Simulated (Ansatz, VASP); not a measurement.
AlN in VASP and in Ansatz

```
Al N
1.0
     0.00000    2.20159    2.20159
     2.20159    0.00000    2.20159
     2.20159    2.20159    0.00000
Al N
1 1
Direct
  0.00000 0.00000 0.00000
  0.75000 0.75000 0.75000
```

Alike in both runs: functional PBE; k mesh 10 × 10 × 10; occupations gaussian, width 0.02 eV; no spin polarisation.

Ansatz relaxed the structure, and its values are those at the end. VASP's run is a single point on that final structure, the one shown.

```csv
,VASP,Ansatz
version,VASP 6.6.1,Ansatz 0.2.0
potentials or method,"VASP PAW PBE potentials, release 64 (Al, N)","scalar-relativistic, plane waves, PAW"
plane-wave cutoff (eV),520,420
valence electrons in the cell,8,8
```

Ansatz gave:

* gap on the k mesh at the Fermi level (eV): 3.31
* least direct gap on the mesh (eV): 3.98
* pressure (GPa): 0.0

Question: What did VASP give for the same quantities?

Answer: gap on the k mesh at the Fermi level (eV): 3.30; least direct gap on the mesh (eV): 3.98; pressure (GPa): -0.3.

A k mesh can miss the band edges. PBE gaps usually lie below the measured ones, often by a third to a half.
